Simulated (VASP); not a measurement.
The system is Si.

```xyz
2
Lattice="0.0000 2.7136 2.7136 2.7136 0.0000 2.7136 2.7136 2.7136 0.0000" Properties=species:S:1:pos:R:3 pbc="T T T"
Si    4.0703    4.0703    4.0703
Si    2.7136    2.7136    2.7136
```

* Program: VASP 6.6.1
* Task: relaxation of cell and atoms
* Functional: PBE
* Potentials or basis: VASP PAW PBE potentials, release 64 (Si)
* Cutoff: 600 eV
* k mesh: 10 × 10 × 10
* Occupations: gaussian, width 0.03 eV
* Spin: no spin polarisation

At the start: pressure 2.1 GPa; volume 19.98 Å³/atom.

Task: How do energy, volume and symmetry change on relaxing?

Result: Over 3 steps the energy falls by 3.0 meV/atom and the volume is 20.44 Å³/atom (+2.3 %); space group Fd-3m (No. 227, to 0.05 Å).

Step by step:
```
step  energy change (eV)  largest force (eV/Å)  pressure (GPa)  volume (Å³)
   1              0.0000                0.0000            2.15        39.96
   2             -0.0033                0.0000           -1.34        41.53
   3             -0.0060                0.0000            0.01        40.89
```

Final structure:
```
Si
1.0
     0.00000    2.73430    2.73430
     2.73430    0.00000    2.73430
     2.73430    2.73430    0.00000
Si
2
Direct
  0.75000 0.75000 0.75000
  0.50000 0.50000 0.50000
```
